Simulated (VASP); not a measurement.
Runs of VASP 6.6.1 on TaN. It takes space group P6_3/mmc (No. 194, hexagonal). Conventional cell: a = 2.922 Å, b = 2.922 Å, c = 5.917 Å, α = 90.00°, β = 90.00°, γ = 120.00°. Around Ta (site symmetry -3m) lie 6 N at 2.24 Å. Around N (site symmetry -6m2) lie 6 Ta at 2.24 Å. The cell comes from a database or a generator and needn't be the stable form of this composition.

```tsv
level	gap on the mesh (eV)	pressure (GPa)	relaxed volume (Å³/atom)
RPBE	none	0.0	11.07
RPBE+D3(BJ)	none	0.0	9.78
RPBE+D3	none	0.0	(a)
RPBE+D4	none	0.1	10.73
```

Alike in all rows: task relaxation of cell and atoms; potentials or basis VASP PAW PBE potentials, release 64 (Ta_pv, N); no spin polarisation; cell relaxed; k mesh 7 × 7 × 4; cutoff (eV) 600; smearing fermi-dirac 0.05 eV.

**Question.** Estimate the missing entries.

**Answer.** (a) 10.78.

Caveats: the PAW data sets were made with another functional, which shifts forces and pressure a little; pairwise dispersion overbinds metals, which lowers pressure and volume (some runs).

A k mesh can miss the band edges, and the runs leave out spin-orbit coupling on Ta.

A gap of «none» marks a metal or a gap under the smearing width.
